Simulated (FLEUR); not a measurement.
Crystal: BN.

```
N B
1.0
     0.00000    1.81300    1.81300
     1.81300    0.00000    1.81300
     1.81300    1.81300    0.00000
N B
1 1
Direct
  0.25000 0.25000 0.25000
  0.00000 0.00000 0.00000
```

The cell is a database's computed one.

Base run:

- Program: FLEUR MaX-R8.1 (later development tree)
- Functional: r2SCAN
- Potentials or basis: all-electron
- Basis: FLAPW
- Kmax: 5.26 1/bohr
- k mesh: 13 × 13 × 13
- Occupations: fermi-dirac, width 0.05 eV
- Spin: no spin polarisation

Its results: band gap on the k mesh 5.05 eV, indirect (least direct gap 9.50 eV).

Q: The run is repeated on the same cell with these changes: functional from r2SCAN to LDA. What comes out?

A: Band gap on the k mesh 4.41 eV, indirect (least direct gap 8.65 eV).

r2SCAN gives the wider gap, since meta-GGAs in the generalised Kohn-Sham scheme recover part of the derivative discontinuity.

Caveats: the meta-GGA is that of a development version, with a GGA for the radial functions and cores and without core tails (some runs).

A k mesh can miss the band edges.
